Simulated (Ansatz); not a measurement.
**From the elastic tensor of BAs at 35 GPa (stress–strain coefficients) to moduli and sound speeds**

These are results of DFT PBE, scalar-relativistic, plane waves, PAW in Ansatz, not measurements. Settings: 420 eV plane-wave cutoff, Γ-centred 10×10×10 mesh, fixed occupations. No spin polarisation.

It takes space group F-43m (No. 216, cubic). The conventional cell has a = 4.524 Å, b = 4.524 Å, c = 4.524 Å, α = 90.00°, β = 90.00°, γ = 90.00°. Around B (site symmetry -43m) lie 4 As at 1.96 Å. As (site symmetry -43m) is surrounded by 4 B at 1.96 Å.

Other phases may be more stable at this pressure.

Relaxed-ion constants (GPa, on the Cartesian axes of the calculation):
```
415.3 182.8 182.8   0.0   0.0   0.0
182.8 415.3 182.8   0.0   0.0   0.0
182.8 182.8 415.3   0.0   0.0   0.0
  0.0   0.0   0.0 194.7   0.0   0.0
  0.0   0.0   0.0   0.0 194.7   0.0
  0.0   0.0   0.0   0.0   0.0 194.7
```

Density 6.150 g/cm³; 2 atoms in 23.15 Å³.

The values that follow are for a polycrystal of randomly turned grains, by Hill's mean where one number stands.

With S = C⁻¹: B_V = (C11+C22+C33+2(C12+C13+C23))/9, G_V = (C11+C22+C33−C12−C13−C23+3(C44+C55+C66))/15, 1/B_R = S11+S22+S33+2(S12+S13+S23), 15/G_R = 4(S11+S22+S33−S12−S13−S23)+3(S44+S55+S66); Hill is their mean. Then v_l = √((B+4G/3)/ρ), v_t = √(G/ρ), v_m = [(2/v_t³+1/v_l³)/3]^(−1/3) and Θ = (ħ/k_B)·v_m·(6π²n/V)^(1/3) for n atoms in the volume V; E = 9BG/(3B+G), ν = (3B−2G)/(2(3B+G)) and A^U = 5G_V/G_R + B_V/B_R − 6.

* Bulk modulus, Voigt / Reuss / Hill: 260.3 / 260.3 / 260.3 GPa
* Shear modulus, Voigt / Reuss / Hill: 163.3 / 153.3 / 158.3 GPa
* Young's modulus: 395 GPa
* Poisson ratio: 0.247
* Pugh ratio B/G: 1.64
* Universal anisotropy index: 0.33
* Longitudinal and transverse sound speeds: 8755 and 5073 m/s
* Debye temperature from the mean sound speed: 741 K

Cost: 1 run of about 1.1 core-minutes, on Intel Xeon Platinum 8259CL (Skylake/Cascade Lake) (shared hosts).

The tensor describes a stiff, covalently bonded crystal that resists shear well for its bulk modulus of 260.3 GPa. Directional sp³ bonding is the main reason: shear must bend bond angles as well as stretch bonds. C12 (182.8 GPa) lies below C44 (194.7 GPa), whereas purely central forces under compression would favour the opposite order, which suggests a substantial angular contribution.

The shear response is nonetheless anisotropic. C44 exceeds half the difference between C11 and C12, so tetragonal shear is the softer mode and Young's modulus peaks along ⟨111⟩, the bond directions. This is usual for tetrahedral semiconductors, and it separates the Voigt and Reuss shear moduli while cubic symmetry makes the two bulk moduli identical.

The constants satisfy the cubic stability conditions under load, so the lattice resists small homogeneous strains; this doesn't exclude phonon instabilities at finite wavevector. Nor does the Debye temperature of 741 K establish a high thermal conductivity, which in BAs depends on the acoustic–optical phonon gap and anharmonic scattering.
